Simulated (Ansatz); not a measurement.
Crystal: Ru.

```
Ru
1.0
     2.70580    0.00000    0.00000
    -1.35290    2.34329    0.00000
     0.00000    0.00000    4.28190
Ru
2
Cartesian
  1.3529 0.7811 3.2114
  0.0000 1.5622 1.0705
```

| Quantity | Value |
| --- | --- |
| Program | Ansatz 0.2.0 |
| Task | relaxation of cell and atoms |
| Functional | BLYP |
| Dispersion | D4 |
| Potentials or basis | all-electron LAPW, scalar-relativistic |
| Basis error allowed | 0.001 eV/atom |
| k mesh | 11 × 11 × 6 |
| Occupations | fermi-dirac, width 0.05 eV |
| Spin | no spin polarisation |

At the start: volume 13.57 Å³/atom.

Problem. Where does the relaxation end?

Solution. Over 5 steps the energy falls by 6.6 meV/atom and the volume is 13.88 Å³/atom (+2.2 %); space group P6_3/mmc (No. 194, to 0.05 Å).

The path:
| step | energy change (eV) | largest force (eV/Å) | volume (Å³) |
| --- | --- | --- | --- |
| 1 | 0.0000 | 0.0000 | 27.15 |
| 2 | -0.0001 | 0.0000 | 28.39 |
| 3 | -0.0131 | 0.0000 | 27.79 |
| 4 | -0.0131 | 0.0000 | 27.76 |
| 5 | -0.0131 | 0.0000 | 27.76 |

Final structure:
```cif
data_structure
_symmetry_space_group_name_H-M 'P 1'
_symmetry_Int_Tables_number 1
_cell_length_a 2.7270
_cell_length_b 2.7270
_cell_length_c 4.3101
_cell_angle_alpha 90.000
_cell_angle_beta 90.000
_cell_angle_gamma 120.000
_cell_volume 27.76
loop_
_atom_site_label
_atom_site_type_symbol
_atom_site_fract_x
_atom_site_fract_y
_atom_site_fract_z
_atom_site_occupancy
Ru1 Ru 0.66667 0.33333 0.75000 1
Ru2 Ru 0.33333 0.66667 0.25000 1
```
